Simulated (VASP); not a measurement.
# VASP 6.6.1 run: BN

INCAR

```
SIGMA = 0.02
LWAVE = .FALSE.
NBANDS = 10
EDIFF = 1E-7
LREAL = .FALSE.
LCHARG = .FALSE.
ISIF = 2
GGA = PE
NELM = 120
PREC = Accurate
NSW = 0
LASPH = .FALSE.
IMIX = 1
IBRION = -1
AMIX = 0.1
ENCUT = 520
ISMEAR = -1
```

KPOINTS

```
KPOINTS created by Atomic Simulation Environment
0
Gamma
12 12 6
0 0 0
```

POSCAR

```
B  N
 1.0000000000000000
     2.5439493142340242    0.0000000000000000    0.0000000000000000
    -1.2719746571170121    2.2031247320666667   -0.0000000000000000
     0.0000000000000000   -0.0000000000000000    4.2078167784816056
 B   N
   2   2
Cartesian
  1.2719746571170119  0.7343749106888888  0.0008566025894533
 -0.0000000000000000  1.4687498213777777  2.1047649918302564
  1.2719746571170119  0.7343749106888888  1.5770746893411491
 -0.0000000000000000  1.4687498213777777  3.6809830785819524
```

The recommended PBE PAW datasets give the neutral cell 16 valence electrons.

Command

```
mpirun -np 1 vasp_std
```

OSZICAR

```
N       E                     dE             d eps       ncg     rms          rms(c)
DAV:   1     0.616053380003E+02    0.61605E+02   -0.89883E+03  1520   0.155E+03
DAV:   2    -0.346361501775E+02   -0.96241E+02   -0.89656E+02  2326   0.304E+02
DAV:   3    -0.367624365379E+02   -0.21263E+01   -0.21205E+01  1812   0.522E+01
DAV:   4    -0.367776962262E+02   -0.15260E-01   -0.15243E-01  1850   0.413E+00
DAV:   5    -0.367779201161E+02   -0.22389E-03   -0.22384E-03  1754   0.499E-01    0.951E+00
DAV:   6    -0.360970999694E+02    0.68082E+00   -0.36275E-01  1738   0.545E+00    0.801E+00
DAV:   7    -0.356682867577E+02    0.42881E+00   -0.23364E-01  1834   0.441E+00    0.687E+00
DAV:   8    -0.353948406138E+02    0.27345E+00   -0.13007E-01  1744   0.328E+00    0.598E+00
DAV:   9    -0.352170808980E+02    0.17776E+00   -0.79124E-02  1814   0.258E+00    0.528E+00
DAV:  10    -0.350994651054E+02    0.11762E+00   -0.47052E-02  1732   0.201E+00    0.469E+00
...
DAV:  66    -0.348275648333E+02   -0.37281E-06   -0.35954E-08   812   0.246E-03    0.149E-02
DAV:  67    -0.348275651455E+02   -0.31223E-06   -0.29921E-08   788   0.225E-03    0.134E-02
DAV:  68    -0.348275654064E+02   -0.26087E-06   -0.24949E-08   780   0.206E-03    0.121E-02
DAV:  69    -0.348275656237E+02   -0.21729E-06   -0.20781E-08   782   0.188E-03    0.110E-02
DAV:  70    -0.348275658042E+02   -0.18050E-06   -0.17341E-08   776   0.172E-03    0.990E-03
DAV:  71    -0.348275659537E+02   -0.14950E-06   -0.14456E-08   774   0.158E-03    0.894E-03
DAV:  72    -0.348275660771E+02   -0.12340E-06   -0.12071E-08   776   0.144E-03    0.807E-03
DAV:  73    -0.348275661786E+02   -0.10149E-06   -0.10071E-08   772   0.132E-03    0.729E-03
DAV:  74    -0.348275662617E+02   -0.83110E-07   -0.84158E-09   772   0.121E-03
   1 F= -.34827566E+02 E0= -.34827566E+02  d E =-.499553E-11
```

From OUTCAR

```
k-points           NKPTS =     76   k-points in BZ     NKDIM =     76   number of bands    NBANDS=     10

   NELECT =      16.0000    total number of electrons

   dimension x,y,z NGX =    20 NGY =   20 NGZ =   32
   dimension x,y,z NGXF=    40 NGYF=   40 NGZF=   64

  energy-cutoff  :      520.00
  volume of cell :       23.58
      direct lattice vectors                 reciprocal lattice vectors
     2.543949314  0.000000000  0.000000000     0.393089593  0.226950382  0.000000000
    -1.271974657  2.203124732  0.000000000     0.000000000  0.453900764  0.000000000
     0.000000000  0.000000000  4.207816778     0.000000000  0.000000000  0.237652933

 k-points in reciprocal lattice and weights: KPOINTS created by Atomic Simulation Env
   0.00000000  0.00000000  0.00000000       0.001
   0.08333333  0.00000000  0.00000000       0.007
   0.16666667  0.00000000  0.00000000       0.007
   0.25000000 -0.00000000  0.00000000       0.007
   0.33333333  0.00000000  0.00000000       0.007
   0.41666667 -0.00000000  0.00000000       0.007
   0.50000000 -0.00000000  0.00000000       0.003
   0.08333333  0.08333333  0.00000000       0.007
   ...

 E-fermi :   7.9780

 k-point     1 :       0.0000    0.0000    0.0000
  band No.  band energies     occupation
      1     -12.8460      2.00000
      2      -8.6827      2.00000
      3      -3.3552      2.00000
      4       5.4545      2.00000
      5       5.4545      2.00000
      6       7.3130      2.00000
      7       7.5826      2.00000
      8       7.5826      2.00000
      9      15.9668      0.00000
     10      15.9668      0.00000

 k-point     2 :       0.0833    0.0000    0.0000
  band No.  band energies     occupation
      1     -12.6946      2.00000
      2      -8.5665      2.00000
      3      -3.2053      2.00000
      4       4.7612      2.00000
      5       5.1710      2.00000
      6       7.0067      2.00000
      7       7.1656      2.00000
      8       7.4241      2.00000
      9      15.7216      0.00000
     10      16.2712      0.00000

 k-point     3 :       0.1667    0.0000    0.0000
  band No.  band energies     occupation
      1     -12.2450      2.00000
      2      -8.2341      2.00000
      3      -2.7609      2.00000
      4       3.0944      2.00000
      5       4.5058      2.00000
      6       5.5912      2.00000
      7       6.7141      2.00000
      8       6.9908      2.00000
      9      15.3133      0.00000
     10      16.8355      0.00000

 k-point     4 :       0.2500   -0.0000    0.0000
  band No.  band energies     occupation
      1     -11.5147      2.00000
      2      -7.7479      2.00000
      3      -2.0432      2.00000
      4       1.1204      2.00000
      5       3.7613      2.00000
      6       3.8207      2.00000
      7       5.9627      2.00000
      8       6.4342      2.00000
      9      14.8979      0.00000
     10      16.9816      0.00000

 k-point     5 :       0.3333    0.0000    0.0000
  band No.  band energies     occupation
      1     -10.5450      2.00000
      2      -7.2763      2.00000
      3      -1.1178      2.00000
      4      -0.6326      2.00000
      5       2.0502      2.00000
      6       3.1348      2.00000
      7       4.9410      2.00000
      8       5.9273      2.00000
      9      14.5666      0.00000
     10      16.4462      0.00000

 ...

  Total        0.7381119      0.7381119      0.7080292      0.0000000      0.0000000      0.0000000
  in kB       50.1450895     50.1450895     48.1013613      0.0000000      0.0000000      0.0000000
  external PRESSURE =      49.4638468 kB  Pullay stress =       0.0000000 kB

 POSITION                                       TOTAL-FORCE (eV/Angst)
 -----------------------------------------------------------------------------------
      1.27197      0.73437      0.00086         0.000000     -0.000000      0.009712
      0.00000      1.46875      2.10476        -0.000000      0.000000      0.009712
      1.27197      0.73437      1.57707         0.000000     -0.000000     -0.009712
      0.00000      1.46875      3.68098        -0.000000     -0.000000     -0.009712
 -----------------------------------------------------------------------------------
    total drift:                               -0.000000     -0.000000     -0.000007

  FREE ENERGIE OF THE ION-ELECTRON SYSTEM (eV)
  ---------------------------------------------------
  free  energy   TOTEN  =       -34.8275662617 eV

  energy  without entropy=      -34.8275662617  energy(sigma->0) =      -34.82756626
```

It converged. Results: gap between bands v and c on the k mesh 5.19 eV; least direct gap on the k mesh 8.30 eV; pressure 4.9 GPa. Band v is the last that the valence electrons fill when counted band by band, and c is the next.

For comparison, a separate PBE run of the intended cell, on usual settings and not on those above, gives a gap of 5.19 eV on its mesh and a pressure of 4.9 GPa.

The run above took about 51 s on one core of a shared host (Intel Xeon Platinum 8488C) and held 0.14 GiB at most.
